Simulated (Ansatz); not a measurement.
A relaxed cell of AlNi₃ is given with its symmetry left out. It was relaxed at this level from a Materials Project cell.

The calculation used DFT PBE, scalar-relativistic, plane waves, PAW (Ansatz 0.2.0). Cutoff 420 eV, Γ-centred mesh, Gaussian smearing, no spin polarisation.

```
Al Ni
1.0
     0.00000    2.83615    2.83615
     2.83615    0.00000    2.83615
     2.83615    2.83615    0.00000
Al Ni
1 3
Direct
  0.50000 0.50000 0.50000
  0.25000 0.25000 0.25000
  0.00000 0.00000 0.00000
  0.75000 0.75000 0.75000
```

Formation energies are uncorrected and refer to the elements' standard structures at the same level.

Task: Find its symmetry and describe it.

Result: Fm-3m (No. 225), the BiF3 (D0_3) type. Conventional cell: a = 5.672 Å. Around Al lie 8 Ni at 2.46 Å and 6 Ni at 2.84 Å; Ni on a site of symmetry -43m has 4 Al at 2.46 Å, 4 Ni at 2.46 Å and 6 Ni at 2.84 Å; around Ni on a site of symmetry m-3m lie 8 Ni at 2.46 Å and 6 Al at 2.84 Å.

Task: What is its formation energy per atom?

Result: −0.37 eV/atom.

Task: Is it a metal?

Result: Yes, bands cross the Fermi level on the 14×14×14 mesh.

The last run used a 14×14×14 mesh for its 4-atom cell and Gaussian smearing of 0.10 eV. Trial moments died out on the coarse mesh, so the last step has no spin; another magnetic start might hold. A structure relaxed within its symmetry needn't be a true minimum. Another cell of AlNi3 relaxed alike but with spin, in Pm-3m (a Materials Project cell), lies 58 meV/atom lower, so this cell isn't the stable form at this level.
